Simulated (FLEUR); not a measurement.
# P (Cmce) in FLEUR: notebook

Runs on P. Level: r2SCAN. Tasks: band structure, equation of state.

All numbers are computed with FLEUR MaX-R8.1 (later development tree); they aren't measurements. Logs are shortened: lines on timing, memory, paths and dates and some standing lists are left out, and cuts for length are marked.

### Step 1. Starting point

Symmetry: Cmce, No. 64, orthorhombic system. The conventional cell has a = 3.295 Å, b = 10.930 Å, c = 4.544 Å, α = 90.00°, β = 90.00°, γ = 90.00°. P (site symmetry m) is surrounded by 3 P at 2.20 to 2.25 Å.

### Step 2. Band structure, r2SCAN

File inp.xml:

```xml
<?xml version="1.0" encoding="UTF-8" standalone="no"?>
<fleurInput fleurInputVersion="0.39">
   <comment>
      P                                                                                                   
   </comment>
   <calculationSetup>
      <cutoffs Kmax="5.08" Gmax="15.7" GmaxXC="15.7" numbands="0"/>
      <scfLoop itmax="60" minDistance="0.00001" maxIterBroyd="15" imix="Anderson" alpha="0.05" precondParam="0.0" spinf="2.0" sdNocoIR="T"/>
      <coreElectrons ctail="F" frcor="F" kcrel="0" coretail_lmax="0"/>
      <xcFunctional name="LibXC" relativisticCorrections="F">
         <LibXCName exchange="mgga_x_r2scan" correlation="mgga_c_r2scan"/>
         <AuxGGA exchange="117" correlation="130"/>
      </xcFunctional>
      <magnetism jspins="1"/>
      <soc l_soc="F" theta="0.0" phi="0.0" spav="F"/>
      <expertModes spex="0" secvar="F"/>
      <geometryOptimization l_f="F" forcealpha="1.0" forcemix="BFGS" epsdisp="0.00001" epsforce="0.00001"/>
      <ldaU l_linMix="F" mixParam="0.05" spinf="1.0"/>
   </calculationSetup>
   <cell>
      <bzIntegration valenceElectrons="44.0" mode="hist" fermiSmearingEnergy="0.00183747">
         <kPointListSelection listName="default-1"/>
         <!-- k-points included here -->
         <xi:include xmlns:xi="http://www.w3.org/2001/XInclude" href="kpts.xml"> </xi:include>
      </bzIntegration>
      <!-- symmetry operations included here -->
      <xi:include xmlns:xi="http://www.w3.org/2001/XInclude" href="sym.xml"> </xi:include>
      <bulkLattice scale="1.0">
         <bravaisMatrix>
            <row-1>    3.1137832282417897   -10.3274245610460227     0.0000000000000000</row-1>
            <row-2>    3.1137832282417897    10.3274245610460227     0.0000000000000000</row-2>
            <row-3>    0.0000000000000000     0.0000000000000000     8.5862268750853339</row-3>
         </bravaisMatrix>
      </bulkLattice>
   </cell>
   <atomSpecies>
      <species name="Phosphorous (P)" element="P" atomicNumber="15">
         <mtSphere radius="1.93" gridPoints="639" logIncrement="0.018"/>
         <atomicCutoffs lmax="8" lnonsphr="6"/>
         <electronConfig flipSpins="F">
            <coreConfig>(1s1/2) (2s1/2)</coreConfig>
            <valenceConfig>(2p1/2) (2p3/2) (3s1/2) (3p1/2) (3p3/2)</valenceConfig>
            <stateOccupation state="(3p1/2)" spinUp="0.500000" spinDown="0.500000"/>
            <stateOccupation state="(3p3/2)" spinUp="1.000000" spinDown="1.000000"/>
         </electronConfig>
         <energyParameters s="3" p="3" d="3" f="4"/>
         <lo type="SCLO" l="1" n="2" eDeriv="0"/>
         <lo type="SCLO" l="0" n="3" eDeriv="2"/>
         <lo type="SCLO" l="2" n="3" eDeriv="2"/>
         <lo type="SCLO" l="3" n="4" eDeriv="2"/>
      </species>
   </atomSpecies>
   <atomGroups>
      <atomGroup species="Phosphorous (P)">
         <relPos label="                   1">-.0958568700 .0958568700 -.4111848300</relPos>
         <relPos label="                   2">.0958568700 -.0958568700 .4111848300</relPos>
         <relPos label="                   3">-.4041431300 .4041431300 .0888151700</relPos>
         <relPos label="                   4">.4041431300 -.4041431300 -.0888151700</relPos>
         <force calculate="T" relaxXYZ="TTT"/>
      </atomGroup>
   </atomGroups>
   <output dos="F" band="F" slice="F">
      <checks vchk="F" cdinf="F"/>
      <bandDOS minEnergy="-.5*Htr" maxEnergy="0.5*Htr" sigma="0.015" storeEVData="T"/>
      <vacuumDOS vacdos="F" integ="F" star="F" nstars="0" locx1="0.0" locy1="0.0" locx2="0.0" locy2="0.0" nstm="0" tworkf="0.0"/>
      <unfoldingBand unfoldBand="F" supercellX="1" supercellY="1" supercellZ="1"/>
      <plotting iplot="0" polar="F">
         <plot TwoD="T" vec1="  1.0  0.0  0.0" vec2="  0.0  1.0  0.0" vec3="  0.0  0.0  1.0" zero="  0.0  0.0  0.0" file="plot"/>
      </plotting>
      <chargeDensitySlicing numkpt="0" minEigenval="0.0" maxEigenval="0.0" nnne="0" pallst="F"/>
      <specialOutput eonly="F"/>
      <moessbauerParams electricFieldGradient="T" isomerShift="T" coreHyperfine="T" valenceHyperfine="T"/>
      <magneticCircularDichroism mcd="F" energyLo="-10.0" energyUp="0.0"/>
   </output>
  <!-- We include the file relax.xml here to enable relaxations (see documentation) -->
  <xi:include xmlns:xi="http://www.w3.org/2001/XInclude" href="relax.xml"> <xi:fallback/> </xi:include>
</fleurInput>
```

File crystal.txt:

```
P
&input cartesian=F /
1.6477431241  -5.4650377251  0.0000000000
1.6477431241  5.4650377251  0.0000000000
0.0000000000  0.0000000000  4.5436355900
1.8897261246
1.0 1.0 1.0

4
15 0.9041431300  0.0958568700  0.5888151700
15 0.0958568700  0.9041431300  0.4111848300
15 0.5958568700  0.4041431300  0.0888151700
15 0.4041431300  0.5958568700  0.9111848300

&kpt div1=8 div2=8 div3=6 gamma=T /
```

File inp.xml (bands):

```
<?xml version="1.0" encoding="UTF-8" standalone="no"?>
<fleurInput fleurInputVersion="0.39">
   <comment>
      P                                                                                                   
   </comment>
   <calculationSetup>
      <cutoffs Kmax="5.08" Gmax="15.7" GmaxXC="15.7" numbands="0"/>
      <scfLoop itmax="60" minDistance="0.00001" maxIterBroyd="15" imix="Anderson" alpha="0.05" precondParam="0.0" spinf="2.0" sdNocoIR="T"/>
      <coreElectrons ctail="F" frcor="F" kcrel="0" coretail_lmax="0"/>
      <xcFunctional name="LibXC" relativisticCorrections="F">
         <LibXCName exchange="mgga_x_r2scan" correlation="mgga_c_r2scan"/>
         <AuxGGA exchange="117" correlation="130"/>
      </xcFunctional>
      <magnetism jspins="1"/>
      <soc l_soc="F" theta="0.0" phi="0.0" spav="F"/>
      <expertModes spex="0" secvar="F"/>
      <geometryOptimization l_f="F" forcealpha="1.0" forcemix="BFGS" epsdisp="0.00001" epsforce="0.00001"/>
      <ldaU l_linMix="F" mixParam="0.05" spinf="1.0"/>
   </calculationSetup>
   <cell>
      <bzIntegration valenceElectrons="44.0" mode="hist" fermiSmearingEnergy="0.00183747">
         <kPointListSelection listName="path-1"/>
         <!-- k-points included here -->
         <xi:include xmlns:xi="http://www.w3.org/2001/XInclude" href="kpts.xml"> </xi:include>
      </bzIntegration>
      <!-- symmetry operations included here -->
      <xi:include xmlns:xi="http://www.w3.org/2001/XInclude" href="sym.xml"> </xi:include>
      <bulkLattice scale="1.0">
         <bravaisMatrix>
            <row-1>    3.1137832282417897   -10.3274245610460227     0.0000000000000000</row-1>
            <row-2>    3.1137832282417897    10.3274245610460227     0.0000000000000000</row-2>
            <row-3>    0.0000000000000000     0.0000000000000000     8.5862268750853339</row-3>
         </bravaisMatrix>
      </bulkLattice>
   </cell>
   <atomSpecies>
      <species name="Phosphorous (P)" element="P" atomicNumber="15">
         <mtSphere radius="1.93" gridPoints="639" logIncrement="0.018"/>
         <atomicCutoffs lmax="8" lnonsphr="6"/>
         <electronConfig flipSpins="F">
            <coreConfig>(1s1/2) (2s1/2)</coreConfig>
            <valenceConfig>(2p1/2) (2p3/2) (3s1/2) (3p1/2) (3p3/2)</valenceConfig>
            <stateOccupation state="(3p1/2)" spinUp="0.500000" spinDown="0.500000"/>
            <stateOccupation state="(3p3/2)" spinUp="1.000000" spinDown="1.000000"/>
         </electronConfig>
         <energyParameters s="3" p="3" d="3" f="4"/>
         <lo type="SCLO" l="1" n="2" eDeriv="0"/>
         <lo type="SCLO" l="0" n="3" eDeriv="2"/>
         <lo type="SCLO" l="2" n="3" eDeriv="2"/>
         <lo type="SCLO" l="3" n="4" eDeriv="2"/>
      </species>
   </atomSpecies>
   <atomGroups>
      <atomGroup species="Phosphorous (P)">
         <relPos label="                   1">-.0958568700 .0958568700 -.4111848300</relPos>
         <relPos label="                   2">.0958568700 -.0958568700 .4111848300</relPos>
         <relPos label="                   3">-.4041431300 .4041431300 .0888151700</relPos>
         <relPos label="                   4">.4041431300 -.4041431300 -.0888151700</relPos>
         <force calculate="T" relaxXYZ="TTT"/>
      </atomGroup>
   </atomGroups>
   <output dos="F" band="T" slice="F">
      <checks vchk="F" cdinf="F"/>
      <bandDOS minEnergy="-.5*Htr" maxEnergy="0.5*Htr" sigma="0.015" storeEVData="T"/>
      <vacuumDOS vacdos="F" integ="F" star="F" nstars="0" locx1="0.0" locy1="0.0" locx2="0.0" locy2="0.0" nstm="0" tworkf="0.0"/>
      <unfoldingBand unfoldBand="F" supercellX="1" supercellY="1" supercellZ="1"/>
      <plotting iplot="0" polar="F">
         <plot TwoD="T" vec1="  1.0  0.0  0.0" vec2="  0.0  1.0  0.0" vec3="  0.0  0.0  1.0" zero="  0.0  0.0  0.0" file="plot"/>
      </plotting>
      <chargeDensitySlicing numkpt="0" minEigenval="0.0" maxEigenval="0.0" nnne="0" pallst="F"/>
      <specialOutput eonly="F"/>
      <moessbauerParams electricFieldGradient="T" isomerShift="T" coreHyperfine="T" valenceHyperfine="T"/>
      <magneticCircularDichroism mcd="F" energyLo="-10.0" energyUp="0.0"/>
   </output>
  <!-- We include the file relax.xml here to enable relaxations (see documentation) -->
  <xi:include xmlns:xi="http://www.w3.org/2001/XInclude" href="relax.xml"> <xi:fallback/> </xi:include>
</fleurInput>
```

Potentials or basis: all-electron, FLAPW.

Launch:

```
> inpgen -f crystal.txt -profile fastHighL
> # inp.xml edited to the form shown
> fleur_MPI
> fleur_MPI   # second run, on inp.xml (bands)
```

Output:

```text
Welcome to FLEUR        (www.flapw.de)
      MaX-Release 8.1          (www.max-centre.eu)
 func_ids         498         497         498         497
 MetaGGA potential functional detected - V_tau will be computed
 Auxiliary Potential for radial basis: exchange=         117  correlation=         130
The functional 'Re-regularized SCAN exchange by Furness et al' is an exchange functional, it belongs to the 'MGGA' family and is defined in the reference(s):
[1] J. W. Furness, A. D. Kaplan, J. Ning, J. P. Perdew, and J. Sun.,  J. Phys. Chem. Lett. 11, 8208-8215 (2020)
[2] J. W. Furness, A. D. Kaplan, J. Ning, J. P. Perdew, and J. Sun.,  J. Phys. Chem. Lett. 11, 9248-9248 (2020)
The functional 'Re-regularized SCAN correlation by Furness et al' is a correlation functional, it belongs to the 'MGGA' family and is defined in the reference(s):
[1] J. W. Furness, A. D. Kaplan, J. Ning, J. P. Perdew, and J. Sun.,  J. Phys. Chem. Lett. 11, 8208-8215 (2020)
[2] J. W. Furness, A. D. Kaplan, J. Ning, J. P. Perdew, and J. Sun.,  J. Phys. Chem. Lett. 11, 9248-9248 (2020)
 Using same functional for VXC and EXC

 ========== k-point set info ==========
 Selected k-point list: default-1
 k-point list type: mesh
 8 x 8 x 6
 Number of k points: 84

 ------------Calculation Setup---------------------------
 Number of MPI-tasks      :            1
 Number of PE/node        :            1
 Number of OMP-threads    :            1
 Most efficient MPI parallelization for:
           1           2           3           4           6           7          12          14          21          28          42          84
 Additional eigenvalue parallelization possible
 Number of basis functions:         1352
 Approximate size of matrices (H+S) per k-point:         0.027 GB
 --------------------------------------------------------
The functional 'Hammer, Hansen, and Norskov' is an exchange functional, it belongs to the 'GGA' family and is defined in the reference(s):
[1] B. Hammer, L. B. Hansen, and J. K. Nørskov.,  Phys. Rev. B 59, 7413 (1999)
The functional 'Perdew, Burke & Ernzerhof' is a correlation functional, it belongs to the 'GGA' family and is defined in the reference(s):
[1] J. P. Perdew, K. Burke, and M. Ernzerhof.,  Phys. Rev. Lett. 77, 3865 (1996)
[2] J. P. Perdew, K. Burke, and M. Ernzerhof.,  Phys. Rev. Lett. 78, 1396 (1997)
 Using same functional for VXC and EXC
 Using auxiliary GGA potential for the first iteration of MetaGGA calculation.
 Reset of history
 Reset of history
 Iteration:     1   Distance:      14.08774644 me/bohr^3
The functional 'Hammer, Hansen, and Norskov' is an exchange functional, it belongs to the 'GGA' family and is defined in the reference(s):
[1] B. Hammer, L. B. Hansen, and J. K. Nørskov.,  Phys. Rev. B 59, 7413 (1999)
The functional 'Perdew, Burke & Ernzerhof' is a correlation functional, it belongs to the 'GGA' family and is defined in the reference(s):
[1] J. P. Perdew, K. Burke, and M. Ernzerhof.,  Phys. Rev. Lett. 77, 3865 (1996)
[2] J. P. Perdew, K. Burke, and M. Ernzerhof.,  Phys. Rev. Lett. 78, 1396 (1997)
 Using same functional for VXC and EXC
 Iteration:     2   Distance:      13.25675284 me/bohr^3
The functional 'Hammer, Hansen, and Norskov' is an exchange functional, it belongs to the 'GGA' family and is defined in the reference(s):
[1] B. Hammer, L. B. Hansen, and J. K. Nørskov.,  Phys. Rev. B 59, 7413 (1999)
The functional 'Perdew, Burke & Ernzerhof' is a correlation functional, it belongs to the 'GGA' family and is defined in the reference(s):
[1] J. P. Perdew, K. Burke, and M. Ernzerhof.,  Phys. Rev. Lett. 77, 3865 (1996)
[2] J. P. Perdew, K. Burke, and M. Ernzerhof.,  Phys. Rev. Lett. 78, 1396 (1997)
 Using same functional for VXC and EXC
 Iteration:     3   Distance:      12.53866629 me/bohr^3
The functional 'Hammer, Hansen, and Norskov' is an exchange functional, it belongs to the 'GGA' family and is defined in the reference(s):
[1] B. Hammer, L. B. Hansen, and J. K. Nørskov.,  Phys. Rev. B 59, 7413 (1999)
The functional 'Perdew, Burke & Ernzerhof' is a correlation functional, it belongs to the 'GGA' family and is defined in the reference(s):
[1] J. P. Perdew, K. Burke, and M. Ernzerhof.,  Phys. Rev. Lett. 77, 3865 (1996)
[2] J. P. Perdew, K. Burke, and M. Ernzerhof.,  Phys. Rev. Lett. 78, 1396 (1997)
 Using same functional for VXC and EXC
 Iteration:     4   Distance:       2.24256843 me/bohr^3
The functional 'Hammer, Hansen, and Norskov' is an exchange functional, it belongs to the 'GGA' family and is defined in the reference(s):
[1] B. Hammer, L. B. Hansen, and J. K. Nørskov.,  Phys. Rev. B 59, 7413 (1999)
The functional 'Perdew, Burke & Ernzerhof' is a correlation functional, it belongs to the 'GGA' family and is defined in the reference(s):
[1] J. P. Perdew, K. Burke, and M. Ernzerhof.,  Phys. Rev. Lett. 77, 3865 (1996)
[2] J. P. Perdew, K. Burke, and M. Ernzerhof.,  Phys. Rev. Lett. 78, 1396 (1997)
 Using same functional for VXC and EXC
 Iteration:     5   Distance:       1.41939464 me/bohr^3
The functional 'Hammer, Hansen, and Norskov' is an exchange functional, it belongs to the 'GGA' family and is defined in the reference(s):
[... 67 lines left out ...]
 Using same functional for VXC and EXC
 Iteration:    15   Distance:       0.00003878 me/bohr^3
The functional 'Hammer, Hansen, and Norskov' is an exchange functional, it belongs to the 'GGA' family and is defined in the reference(s):
[1] B. Hammer, L. B. Hansen, and J. K. Nørskov.,  Phys. Rev. B 59, 7413 (1999)
The functional 'Perdew, Burke & Ernzerhof' is a correlation functional, it belongs to the 'GGA' family and is defined in the reference(s):
[1] J. P. Perdew, K. Burke, and M. Ernzerhof.,  Phys. Rev. Lett. 77, 3865 (1996)
[2] J. P. Perdew, K. Burke, and M. Ernzerhof.,  Phys. Rev. Lett. 78, 1396 (1997)
 Using same functional for VXC and EXC
 Iteration:    16   Distance:       0.00003292 me/bohr^3
The functional 'Hammer, Hansen, and Norskov' is an exchange functional, it belongs to the 'GGA' family and is defined in the reference(s):
[1] B. Hammer, L. B. Hansen, and J. K. Nørskov.,  Phys. Rev. B 59, 7413 (1999)
The functional 'Perdew, Burke & Ernzerhof' is a correlation functional, it belongs to the 'GGA' family and is defined in the reference(s):
[1] J. P. Perdew, K. Burke, and M. Ernzerhof.,  Phys. Rev. Lett. 77, 3865 (1996)
[2] J. P. Perdew, K. Burke, and M. Ernzerhof.,  Phys. Rev. Lett. 78, 1396 (1997)
 Using same functional for VXC and EXC
 Iteration:    17   Distance:       0.00003080 me/bohr^3
The functional 'Hammer, Hansen, and Norskov' is an exchange functional, it belongs to the 'GGA' family and is defined in the reference(s):
[1] B. Hammer, L. B. Hansen, and J. K. Nørskov.,  Phys. Rev. B 59, 7413 (1999)
The functional 'Perdew, Burke & Ernzerhof' is a correlation functional, it belongs to the 'GGA' family and is defined in the reference(s):
[1] J. P. Perdew, K. Burke, and M. Ernzerhof.,  Phys. Rev. Lett. 77, 3865 (1996)
[2] J. P. Perdew, K. Burke, and M. Ernzerhof.,  Phys. Rev. Lett. 78, 1396 (1997)
 Using same functional for VXC and EXC
 Iteration:    18   Distance:       0.00000887 me/bohr^3

 ********************************************************************
 Run finished successfully
 Stop message:
   all done
 ********************************************************************
```

Wall time 20 min (1 thread of Arm Neoverse V1, shared host); peak memory 0.17 GiB.

Results:

```
Free energy                                           : -37248.9859 eV
Band gap on the k mesh                                : 0.22 eV, direct
Band gap along the path                               : 0.22 eV, direct
Valence electrons inside the program's atomic spheres : P 8.54 (radii P 1.93 bohr)
```

Levels at the corners of the path, in eV from the valence-band top:
```
point  band 19  band 20  band 21  band 22  band 23  band 24  band 25  band 26
    Γ    -4.34    -2.91    -2.77    -1.28     0.65     1.20     2.10     2.96
    X    -3.86    -3.59    -2.78    -2.54     0.86     0.98     1.44     2.17
    S    -3.59    -3.59    -2.76    -2.76     0.83     0.83     1.65     1.65
    R    -5.53    -5.53    -1.93    -1.93     1.83     1.83     3.63     3.63
    A    -5.02    -5.02    -1.83    -1.83     1.91     1.91     3.51     3.51
    Z    -3.52    -3.52    -1.77    -1.77     1.66     1.66     3.05     3.05
    Γ    -4.34    -2.91    -2.77    -1.28     0.65     1.20     2.10     2.96
    Y    -4.44    -2.61    -1.67     0.00     0.22     0.96     2.33     2.84
   X1    -3.86    -3.59    -2.78    -2.54     0.86     0.98     1.44     2.17
   A1    -5.02    -5.02    -1.83    -1.83     1.91     1.91     3.51     3.51
    T    -2.95    -2.95    -2.07    -2.07     1.60     1.60     2.82     2.82
    Y    -4.44    -2.61    -1.67     0.00     0.22     0.96     2.33     2.84
    Z    -3.52    -3.52    -1.77    -1.77     1.66     1.66     3.05     3.05
    T    -2.95    -2.95    -2.07    -2.07     1.60     1.60     2.82     2.82
```

Core levels (eV from the Fermi level):
| atom | levels |
| --- | --- |
| 1 P | 1s1/2 -2079.9, 2s1/2 -169.6 |
| 2 P | 1s1/2 -2079.9, 2s1/2 -169.6 |
| 3 P | 1s1/2 -2079.9, 2s1/2 -169.6 |
| 4 P | 1s1/2 -2079.9, 2s1/2 -169.6 |

Caveat: the meta-GGA is that of a development version, with a GGA for the radial functions and cores and without core tails. r2SCAN opens gaps a little over a GGA but as a rule still falls short of measured ones.

[end of part 1 of 2]
